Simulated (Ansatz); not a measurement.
The geometry is COD entry 1517803, unchecked; take it as a test cell.

An input for CO₂ and the output that it gave: DFT, PBE, PAW with Ansatz's default frozen-core files, scalar-relativistic (Ansatz 0.2.0).

```yaml
crystal:
  lattice:
    - [3.5161, 0.0, 0.0]
    - [0.0, 3.5161, 0.0]
    - [0.0, 0.0, 4.1043]
  atoms:
    - { symbol: C, position: [0.0, 0.0, 0.0] }
    - { symbol: C, position: [0.5, 0.5, 0.5] }
    - { symbol: O, position: [0.23, 0.23, 0.0] }
    - { symbol: O, position: [0.27, 0.73, 0.5] }
    - { symbol: O, position: [0.77, 0.77, 0.0] }
    - { symbol: O, position: [0.73, 0.27, 0.5] }
kpoints:
  mp_grid: { grid: [6, 6, 6] }
  band_path:
    path:
      - [0.0, 0.0, 0.0]
      - [0.0, 0.5, 0.0]
      - [0.5, 0.5, 0.0]
      - [0.0, 0.0, 0.0]
      - [0.0, 0.0, 0.5]
      - [0.0, 0.5, 0.5]
      - [0.5, 0.5, 0.5]
      - [0.0, 0.0, 0.5]
      - [0.0, 0.5, 0.0]
    npoints: 8
scf:
  occupations: { method: fermi_dirac, width: 0.01 }
hamiltonian:
  xc: pbe
  pseudopotentials: { kind: paw }
output:
  forces: true
  stress: true
  eigenvalues: true
  efg: { contact_densities: true }
  populations: true
  bader: true
  dos: { projected: true, de: 0.2, e_range: [-14, 8] }
```

What the program printed:

```
Engine: ansatz 0.2.0
Pseudopotentials: kind: paw
Pseudopotential: C, paw, valence charge 4, recommended cutoff 420 eV (normal)
Pseudopotential: O, paw, valence charge 6, recommended cutoff 420 eV (normal)
Functional definition: PBE
  parameter kappa = 0.804
  parameter beta = 0.06672455060314922
  exchange = pbe_x(kappa = kappa, mu = beta*pi^2/3)
  correlation = pbe_c(beta = beta)
Crystal: 6 atoms, lattice volume = 50.741 Å³
Basis set: ecut = 420 eV, 969 PW (Γ), exchange–correlation on 48×48×60 points (8 copies of the dense FFT grid, shifted against one another)
Bands: 22, of which v1, the nominal top of the filled ones, is band 16 counted from 1 (15 counted from 0)
Symmetry: 16 space group operations
Space group: P42/mnm (ITA 136), of the structure as read, at distance tolerance 3.7e-5 Å
k-points: 40 of 216
Non-local potential: C, projectors of the file, l = 0: 2, l = 1: 2, l = 2: 1
Non-local potential: O, projectors of the file, l = 0: 2, l = 1: 2, l = 2: 1
PAW form: soft (Blöchl's): semilocal exchange-correlation on the pseudo side does not see the compensation charge
PAW one-centre angular grid: C, 110 points (default); XC on 64 Gauss nodes
PAW one-centre angular grid: O, 110 points (default); XC on 64 Gauss nodes
Initial density: superposition of atomic densities (neutral atoms: chi_scale 0, normalization atom), corrected by the library's trained network
Initial wavefunctions: pseudopotential atomic-orbital guess
Functional: x = pbe(κ = 0.804, μ = 0.2195149727645171), c = pbe(β = 0.06672455060314922)
SCF iter   1: F=—  HF=-2767.611568 eV  |F-HF|=—  |Δ(HF+E_count)|=         —  Δρ=1.26e-2  dr2=3.00e-2  ethr=1.77e-3  ⟨swp⟩=6.3  Hψ=4228  notcnv=0
preconditioner: auto → none  [insulator: Δε(μ)=5.866 eV  Ē_g=17.286 eV  σ=0.010 eV  W_gap=1.00  n_scr=14 (ndim 8)  ℏωp=29.5 eV  f_vac=0.000  D(μ)=0.00/eV (n_scr^D=0)  ε∞_Penn≈3.9]
SCF iter   2: F=—  HF=-2767.608280 eV  |F-HF|=—  |Δ(HF+E_count)|=   3.29e-3  Δρ=5.27e-3  dr2=4.20e-3  ethr=9.37e-5  ⟨swp⟩=2.0  Hψ=1683  notcnv=0  defer=70
SCF iter   3: F=—  HF=-2767.608744 eV  |F-HF|=—  |Δ(HF+E_count)|=   4.64e-4  Δρ=6.02e-4  dr2=3.61e-5  ethr=1.31e-5  ⟨swp⟩=2.0  Hψ=1522  notcnv=0  defer=70
SCF iter   4: F=—  HF=-2767.608872 eV  |F-HF|=—  |Δ(HF+E_count)|=   1.29e-4  Δρ=1.09e-4  dr2=3.71e-6  ethr=1.13e-7  ⟨swp⟩=2.0  Hψ=1448  notcnv=0  defer=70
SCF iter   5: F=—  HF=-2767.608872 eV  |F-HF|=—  |Δ(HF+E_count)|=   4.07e-7  Δρ=2.26e-5  dr2=1.01e-7  ethr=1.16e-8  ⟨swp⟩=2.0  Hψ=1437  notcnv=0  defer=70
SCF iter   6: F=-2767.608872 eV  HF=-2767.608872 eV  |F-HF|=6.44e-10  |Δ(HF+E_count)|=   6.35e-8  Δρ=2.35e-6  dr2=1.61e-9  ethr=3.13e-10  ⟨swp⟩=8.6  Hψ=3698  notcnv=0
SCF 1 converged in 6 iterations: F = -2767.608872 eV  dr2 = 1.61e-9
  greatest PAW one-centre occupation: 0.890 electrons in one spin orbital (limit 2), on the O atom at site 4 (counted from 0), in its partial waves of l = 0
NSCF: frozen V_eff on 65 k-points
SCF converged after 6 iterations
Free energy (F): -2767.608872 eV
Harris-Foulkes:  -2767.608872 eV  (|F-HF|=6.44e-10)
Internal energy: -2767.608872 eV  (E = F + TS)
E sigma→0 (E₀):  -2767.608872 eV
Fermi energy:    7.053902 eV
--- Per-component energies (eV) ---
  E_band       = -143.956672
  E_kinetic    = 888.289933
  E_local      = -1714.651375  (includes V_loc(G=0)·N_el)
  E_nonlocal   = 253.487324
  E_hartree    = 539.946677
  E_xc         = -387.320767
  E_vxc        = -490.146004  (∫ρ·V_xc dr)
  E_paw        = -834.506878  (= ΣΔE_a)
  E_vpaw       = -160.840219  (= ΣTr[D̂ρ^β])
  E_aug_tail   = 0.010003  (compensation charges beyond the density's cutoff)
  E_ewald      = -1512.863788
  E_smearing   = -0.000000  (= −TS)
  E_closure    = 0.000000  (closes the sum)
  Σ components = -2767.608872   (vs F -2767.608872, Δ=0.00e0)
--- Forces (eV/Å), atoms counted from 1 ---
  atom   1  C      0.00000000    -0.00000000     0.00000000
  atom   2  C      0.00000000     0.00000000     0.00000000
  atom   3  O      1.18451275     1.18451275     0.00000000
  atom   4  O     -1.18451275     1.18451275     0.00000000
  atom   5  O     -1.18451275    -1.18451275     0.00000000
  atom   6  O      1.18451275    -1.18451275     0.00000000
  max |Σ_I F_I| component: 4.44e-16 eV/Å
--- Stress (GPa, compression-positive) ---
       40.721863       0.000000       0.000000
        0.000000      40.721863       0.000000
        0.000000       0.000000      27.418771
  P = ⅓ Tr σ = 36.2875 GPa (362.875 kbar)
--- PAW observables at the nuclei: V_zz in 10²¹ V/m², potentials from the cell's mean, atoms counted from 1 ---
  atom   1  C  V_zz =    -3.019412   η = 0.1761   by run symmetry: allowed
            electrostatic potential = -410.014283 V   contact ρ = 869.428343 e/Å³
  atom   2  C  V_zz =    -3.019412   η = 0.1761   by run symmetry: allowed
            electrostatic potential = -410.014283 V   contact ρ = 869.428343 e/Å³
  atom   3  O  V_zz =    +6.723413   η = 0.1386   by run symmetry: allowed
            electrostatic potential = -619.274229 V   contact ρ = 2158.876383 e/Å³
  atom   4  O  V_zz =    +6.723413   η = 0.1386   by run symmetry: allowed
            electrostatic potential = -619.274229 V   contact ρ = 2158.876383 e/Å³
  atom   5  O  V_zz =    +6.723413   η = 0.1386   by run symmetry: allowed
            electrostatic potential = -619.274229 V   contact ρ = 2158.876383 e/Å³
  atom   6  O  V_zz =    +6.723413   η = 0.1386   by run symmetry: allowed
            electrostatic potential = -619.274229 V   contact ρ = 2158.876383 e/Å³
--- Band table (eV; the first three rows and the last of 40) ---
  k-point 0: bands = ["-18.7164", "-17.3912", "-16.5659", "-16.5659", "-3.4614", "-3.4219", "-2.1311", "-1.1861", "-1.1861", "0.2851", "0.4814", "0.4814", "0.6984", "2.1820", "2.6835", "2.6835", "9.9784", "10.6825", "10.6825", "11.4635", "14.0072", "14.5533"]
  k-point 1: bands = ["-18.6365", "-17.4904", "-16.5644", "-16.5644", "-3.8190", "-2.7259", "-2.3847", "-1.1164", "-1.1164", "0.3302", "0.3302", "0.3944", "0.5688", "2.0324", "2.7160", "2.7160", "10.0447", "10.8109", "10.8109", "11.9605", "13.6087", "14.6380"]
  k-point 2: bands = ["-18.4127", "-17.7527", "-16.5613", "-16.5613", "-3.8228", "-2.9450", "-1.7792", "-0.9256", "-0.9256", "-0.0091", "-0.0091", "0.0772", "0.7038", "1.6440", "2.7680", "2.7680", "10.5521", "11.0729", "11.0729", "12.6755", "12.9825", "14.5635"]
  k-point 39: bands = ["-17.5464", "-17.5464", "-16.9912", "-16.9912", "-4.0771", "-4.0771", "-2.9618", "-2.9618", "-1.0047", "-1.0047", "0.1418", "0.1418", "2.8489", "2.8489", "4.1069", "4.1069", "10.7233", "10.7233", "12.4190", "12.4190", "17.0021", "17.0021"]
--- Löwdin populations: 6 sites ---
  site symbol       q [e]
     0      C      3.2553
     1      C      3.2553
     2      O      6.2734
     3      O      6.2734
     4      O      6.2734
     5      O      6.2734
  spilling = 0.012371 (of n_electrons = 32.000000)
--- Bader charges: 6 sites ---
  site symbol  charge [e]  shift [e]
     0      C      2.3370     0.0126
     1      C      2.3370     0.0126
     2      O     -1.1685     0.0063
     3      O     -1.1685     0.0063
     4      O     -1.1685     0.0063
     5      O     -1.1685     0.0063
  estimated error of the sums over rays = 5.5e-4 e
```
